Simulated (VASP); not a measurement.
# PbS (Galena) (Fm-3m) in VASP: notebook

The runs below take PbS (Galena) through single point, with PBEsol.

Everything below comes from runs of VASP 6.6.1. Logs are shortened: lines on timing, memory, paths and dates and some standing lists are left out, and cuts for length are marked.

## 1. The crystal as given

The structure is cubic, space group Fm-3m (No. 225). The conventional cell has a = 5.931 Å, b = 5.931 Å, c = 5.931 Å, α = 90.00°, β = 90.00°, γ = 90.00°. Pb (site symmetry m-3m) is surrounded by 6 S at 2.97 Å. Around S (site symmetry m-3m) lie 6 Pb at 2.97 Å.

## 2. Single point, PBEsol

Contents of INCAR:

```
SYSTEM = PbS
  PREC = Accurate
  ENCUT = 350
  EDIFF = 1E-7
  ISMEAR = 0
  SIGMA = 0.05
  LREAL = .False.
  LASPH = .True.
  NELM = 100
  ALGO = Normal
  ISIF = 2
  LWAVE = .False.
  LCHARG = .False.
  GGA = PS
  ADDGRID = .False.
```

Contents of KPOINTS:

```
Automatic mesh
0
Gamma
  4 4 4
  0 0 0
```

Contents of POSCAR:

```
PbS
1.0
    0.0000000000      2.9657500000      2.9657500000
    2.9657500000      0.0000000000      2.9657500000
    2.9657500000      2.9657500000      0.0000000000
Pb S
1 1
Direct
    0.0000000000      0.0000000000      0.0000000000
    0.5000000000      0.5000000000      0.5000000000
```

Potentials or basis: VASP PAW PBE potentials, release 64 (Pb_d, S).

Command:

```console
$ cat potpaw_PBE.64/Pb_d/POTCAR potpaw_PBE.64/S/POTCAR > POTCAR
$ mpirun -np 1 vasp_std > vasp.out
```

OUTCAR:

```text
SYSTEM = PbS
   PREC = Accurate
   ENCUT = 350
   EDIFF = 1E-7
   ISMEAR = 0
   LREAL = .False.
   LASPH = .True.
   NELM = 100
   ISIF = 2
   GGA = PS

 Found      8 irreducible k-points:

 Following reciprocal coordinates:
            Coordinates               Weight
  0.000000  0.000000  0.000000      1.000000
  0.250000  0.000000  0.000000      8.000000
  0.500000  0.000000  0.000000      4.000000
  0.250000  0.250000  0.000000      6.000000
  0.500000  0.250000  0.000000     24.000000
 -0.250000  0.250000  0.000000     12.000000
   k-points           NKPTS =      8   k-points in BZ     NKDIM =      8   number of bands    NBANDS=     14
   number of dos      NEDOS =    301   number of ions     NIONS =      2
   total plane-waves  NPLWV =  21952
   dimension x,y,z NGX =    28 NGY =   28 NGZ =   28
   dimension x,y,z NGXF=    56 NGYF=   56 NGZF=   56
   ions per type =               1   1
   NGX,Y,Z   is equivalent  to a cutoff of  11.10, 11.10, 11.10 a.u.
   NGXF,Y,Z  is equivalent  to a cutoff of  22.20, 22.20, 22.20 a.u.
 SYSTEM =  PbS
   PREC   = accura    normal or accurate (medium, high low for compatibility)
   ISTART =      0    job   : 0-new  1-cont  2-samecut
   ICHARG =      2    charge: 1-file 2-atom 10-const
   ISPIN  =      1    spin polarized calculation?
   LNONCOLLINEAR =      F non collinear calculations
   LSORBIT =      F    spin-orbit coupling
   LASPH  =      T    aspherical Exc in radial PAW
   ENCUT  =  350.0 eV  25.72 Ry    5.07 a.u.   6.40  6.40  6.40*2*pi/ulx,y,z
   NELM   =    100;   NELMIN=  2; NELMDL= -5     # of ELM steps
   EDIFF  = 0.1E-06   stopping-criterion for ELM
   LREAL  =      F    real-space projection
   EDIFFG = 0.1E-05   stopping-criterion for IOM
   NSW    =      0    number of steps for IOM
   IBRION =     -1    ionic relax: 0-MD 1-quasi-New 2-CG
   NFREE  =      0    steps in history (QN), initial steepest desc. (CG)
   ISIF   =      2    stress and relaxation
   ISYM   =      2    0-nonsym 1-usesym 2-fastsym
   POTIM  = 0.5000    time-step for ionic-motion
   TEBEG  =    0.0;   TEEND  =   0.0 temperature during run
   PSTRESS=    0.0 pullay stress
   NELECT =      20.0000    total number of electrons
   NUPDOWN=      -1.0000    fix difference up-down
   EMIN   =  10.00;   EMAX   =-10.00  energy-range for DOS
   EFERMI =   0.00;   METHOD = LEGACY
   ISMEAR =     0;   SIGMA  =   0.05  broadening in eV -4-tet -1-fermi 0-gaus
   EFERMI_NEDOS =   21; number of points for ismear=-14 and -15
   IALGO  =     38    algorithm
   IMIX   =      4    mixing-type and parameters
     AMIX     =   0.40;   BMIX     =  1.00
     AMIX_MAG =   1.60;   BMIX_MAG =  1.00
  volume/ion in A,a.u.               =      26.09       176.04
  Fermi-wavevector in a.u.,A,eV,Ry     =   1.189251  2.247359 19.242973  1.414319
  Thomas-Fermi vector in A             =   2.325363
   LORBIT       =      0    0 simple, 1 ext, 2 COOP (PROOUT), +10 PAW based schemes
   GGA     = PS    functional components
   LHFCALC =     F    Hartree Fock is set to
   AEXX    =    0.0000 exact exchange contribution
   IVDW    =     0    specifies the selected vdW correction
   LEPSILON=     F    determine dielectric tensor
   LRPA    =     F    only Hartree local field effects (RPA)
 non-spin polarized calculation
 Gauss-broadening in eV      SIGMA  =   0.05
  energy-cutoff  :      350.00
  volume of cell :       52.17
 maximum number of plane-waves:       784
 NGX is ok and might be reduce to    28
   NGX = 13   NGY = 13   NGZ = 13

 number of electron      19.9999993 magnetization

 Free energy of the ion-electron system (eV)
  ---------------------------------------------------
  ext. energy  EPLUGINS =         0.00000000
  ---------------------------------------------------
  free energy    TOTEN  =        -9.44098425 eV

  energy without entropy =       -9.44097899  energy(sigma->0) =       -9.44098162

 E-fermi :   5.8131     XC(G=0):  -9.8891

 val. band max:        5.6855880868   @ k =   0.5000   0.0000   0.0000
 cond. band min:       5.9406886911   @ k =   0.5000   0.0000   0.0000
 fundamental gap:      0.2551006043
 Fermi energy:         5.8131383770

 k-point     1 :       0.0000    0.0000    0.0000
  band No.  band energies     occupation
      1     -11.0491      2.00000
      2     -11.0491      2.00000
      3     -11.0491      2.00000
      4     -11.0360      2.00000
      5     -11.0360      2.00000
      6      -7.9175      2.00000
      7      -0.3722      2.00000
      8       3.5160      2.00000
      9       3.5160      2.00000
     10       3.5160      2.00000
     11      10.8477      0.00000
     12      10.8477      0.00000
     13      10.8477      0.00000
     14      12.3339      0.00000

 k-point     2 :       0.2500    0.0000    0.0000
  band No.  band energies     occupation
      1     -11.0553      2.00000
      2     -11.0553      2.00000
      3     -11.0477      2.00000
      4     -11.0233      2.00000
      5     -11.0233      2.00000
      6      -7.4066      2.00000
      7      -1.8041      2.00000
      8       3.6774      2.00000
      9       3.6774      2.00000
     10       4.5047      2.00000
     11       7.9591      0.00000
     12       8.8461      0.00000
     13       8.8461      0.00000
     14      12.4076      0.00000
[... 37 lines left out ...]
      1     -11.1290      2.00000
      2     -11.0514      2.00000
      3     -11.0384      2.00000
      4     -11.0099      2.00000
      5     -10.9956      2.00000
      6      -6.4479      2.00000
      7      -2.5362      2.00000
      8       1.8812      2.00000
      9       2.8891      2.00000
     10       3.4409      2.00000
     11       8.4621      0.00000
     12       9.4584      0.00000
     13       9.9322      0.00000
     14      11.9007      0.00000

 k-point     6 :      -0.2500    0.2500    0.0000
  band No.  band energies     occupation
      1     -11.0866      2.00000
      2     -11.0538      2.00000
      3     -11.0353      2.00000
      4     -11.0178      2.00000
      5     -11.0168      2.00000
      6      -6.7192      2.00000
      7      -2.5486      2.00000
      8       1.9437      2.00000
      9       3.7859      2.00000
     10       4.8660      2.00000
     11       7.0458      0.00000
     12       8.0681      0.00000
     13       9.8712      0.00000
     14      13.9040      0.00000

 [... further k-points ...]
[... 5 lines left out ...]
  --------------------------------------------------------------------------------------
  -------------------------------------------------------------------------------------
  Total       -0.3400009     -0.3400009     -0.3400009      0.0000000      0.0000000      0.0000000
  in kB      -10.4413607    -10.4413607    -10.4413607      0.0000000      0.0000000      0.0000000
  external PRESSURE =     -10.4413607 kB  Pullay stress =       0.0000000 kB

 VOLUME and BASIS-vectors are now :
 -----------------------------------------------------------------------------
  energy-cutoff  :      350.00
  volume of cell :       52.17
      direct lattice vectors                 reciprocal lattice vectors
     0.000000000  2.965750000  2.965750000    -0.168591419  0.168591419  0.168591419
     2.965750000  0.000000000  2.965750000     0.168591419 -0.168591419  0.168591419
     2.965750000  2.965750000  0.000000000     0.168591419  0.168591419 -0.168591419

 POSITION                                       TOTAL-FORCE (eV/Angst)
 -----------------------------------------------------------------------------------
      0.00000      0.00000      0.00000         0.000000      0.000000     -0.000000
      2.96575      2.96575      2.96575        -0.000000      0.000000      0.000000
 -----------------------------------------------------------------------------------
    total drift:                                0.000000      0.000000      0.000000

  FREE ENERGIE OF THE ION-ELECTRON SYSTEM (eV)
  ---------------------------------------------------
  free  energy   TOTEN  =        -9.4409842513 eV

  energy  without entropy=       -9.4409789902  energy(sigma->0) =       -9.44098162
```

stdout:

```text
POSCAR found type information on POSCAR PbS
 POSCAR found :  2 types and       2 ions
 scaLAPACK will be used
 -----------------------------------------------------------------------------
|                                                                             |
|                                                                             |
|     You enforced a specific xc type in the INCAR file but a different       |
|     I HOPE YOU KNOW WHAT YOU ARE DOING!                                     |
|                                                                             |
 -----------------------------------------------------------------------------

 LDA part: xc-table for (Slater+PW92), standard interpolation
 POSCAR, INCAR and KPOINTS ok, starting setup
 FFT: planning ... GRIDC
 FFT: planning ... GRID_SOFT
 FFT: planning ... GRID
 WAVECAR not read
 entering main loop
```

Run time: 3.2 s. Hardware: 1 thread of Intel Xeon 6975P-C (Granite Rapids), shared host; peak memory 0.14 GiB.

The run converged, but some of its settings lie outside the range that counts as converged, so its numbers aren't taken as properties of the crystal.

What came out:

```yaml
Free_energy: -9.4410 eV
Pressure: -1.0 GPa
Band_gap_on_the_k_mesh: 0.26 eV, direct
```

Caveat: the k mesh is coarse (spacing up to 0.46 Å⁻¹), so the values aren't converged; the PAW data sets were made with another functional, which shifts forces and pressure a little; spin-orbit coupling is left out, which as a rule narrows the gap of such compounds by several tenths of an eV.

## 3. Single point, PBEsol

INCAR: that of step 2 with these lines changed.

```diff
@@ -2,3 +2,3 @@
   PREC = Accurate
-  ENCUT = 350
+  ENCUT = 400
   EDIFF = 1E-7
```

KPOINTS is that of step 2.

POSCAR is that of step 2.

Potentials or basis: VASP PAW PBE potentials, release 64 (Pb_d, S).

Command:

```console
$ cat potpaw_PBE.64/Pb_d/POTCAR potpaw_PBE.64/S/POTCAR > POTCAR
$ mpirun -np 1 vasp_std > vasp.out
```

Wall time 3.2 s (1 thread of Intel Xeon 6975P-C (Granite Rapids), shared host); peak memory 0.15 GiB.

These settings aren't checked as converged: the numbers below hold their error.

Results:

```yaml
Free_energy: -9.4417 eV
Pressure: -0.8 GPa
Band_gap_on_the_k_mesh: 0.25 eV, direct
```

Caveat: the k mesh is coarse (spacing up to 0.46 Å⁻¹), so the values aren't converged; the PAW data sets were made with another functional, which shifts forces and pressure a little; spin-orbit coupling is left out, which as a rule narrows the gap of such compounds by several tenths of an eV.
